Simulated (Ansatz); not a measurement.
ZnO under changes of volume

One of the cells (16.689 Å³/atom); the others are scaled copies at fixed shape and fractional positions:

```
CELL_PARAMETERS angstrom
3.28797 0.00000 0.00000
-1.64398 2.84746 0.00000
0.00000 0.00000 7.13044
ATOMIC_POSITIONS crystal
Zn 0.00000 0.00000 0.25000
Zn 0.00000 0.00000 0.75000
O 0.66667 0.33333 0.75000
O 0.33333 0.66667 0.25000
```

Measurements of this composition are mostly on another form, of space group No. 186.

- Program: Ansatz 0.2.0
- Functional: PBEsol
- Potentials or basis: Ansatz PAW
- Cutoff: 420 eV (not typed: the program's choice for these potentials)
- k mesh: 9 × 9 × 4
- Occupations: fermi-dirac, width 0.05 eV
- Spin: no spin polarisation

```csv
volume (Å³/atom),energy over the lowest point (meV/atom),pressure (GPa)
15.688,0.36,1.3
16.022,0.00,-0.9
16.356,3.88,-2.8
16.689,?,?
17.023,22.50,-6.0
17.357,36.47,-7.4
17.691,53.17,-8.6
```

Problem. What does the run at 16.689 Å³/atom give?

Solution. Energy over the lowest point 11.49 meV/atom; pressure -4.5 GPa.

Worked out: A Birch-Murnaghan fit of order 3 (a polynomial in V^(-2/3)) to the other rows has its minimum at 15.88 Å³/atom with B0 = V·E''(V) = 101 GPa and B' = 4.4 at fixed shape and positions, which overstates the stiffness. It gives 11.49 meV/atom at 16.689 Å³/atom, against the run's 11.49, and -dE/dV = -4.5 GPa, against -4.5.

Energies are extrapolated to zero smearing.

Caveats: the PAW data sets come from PBE, with cores solved anew for the run's functional, which leaves a small shift of forces and pressure.
